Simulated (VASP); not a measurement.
Al2O3:

```xyz
10
Lattice="4.6138 0.0000 0.0000 0.0000 9.5633 0.0000 0.0000 0.0000 3.1199" Properties=species:S:1:pos:R:3 pbc="T T T"
Al    4.5352    7.8856    0.0000
Al    0.0785    1.6777    0.0000
Al    2.2283    6.4593    1.5599
Al    2.3854    3.1040    1.5599
O     2.3069    4.7816    1.5599
O     0.5704    7.2016    1.5599
O     1.7365    2.4200    0.0000
O     2.8773    7.1433    0.0000
O     0.0000    0.0000    0.0000
O     4.0434    2.3617    1.5599
```

Measurements of this composition are mostly on another form, of space group No. 167.

Base run:

| Item | Value |
| --- | --- |
| Program | VASP 6.6.1 |
| Functional | PBE |
| Potentials or basis | VASP PAW PBE potentials, release 64 (Al, O) |
| Cutoff | 520 eV |
| k mesh | 5 × 3 × 7 |
| Occupations | fermi-dirac, width 0.05 eV |
| Spin | no spin polarisation |

Its results: band gap on the k mesh 3.51 eV, direct; pressure -0.1 GPa; largest force 0.191 eV/Å.

Task: After a change of settings the same cell gave: band gap on the k mesh 3.68 eV, direct; pressure 2.6 GPa; largest force 0.214 eV/Å. Which change was it?
A. functional from PBE to LDA; potentials or basis from VASP PAW PBE potentials, release 64 (Al, O) to VASP PAW LDA potentials, release 64 (Al, O)
B. functional from PBE to PBEsol
C. functional from PBE to RPBE

Result: C.

RPBE binds less tightly than PBE, so the same cell stands under more pressure.

Caveats: the PAW data sets were made with another functional, which shifts forces and pressure a little (some runs).
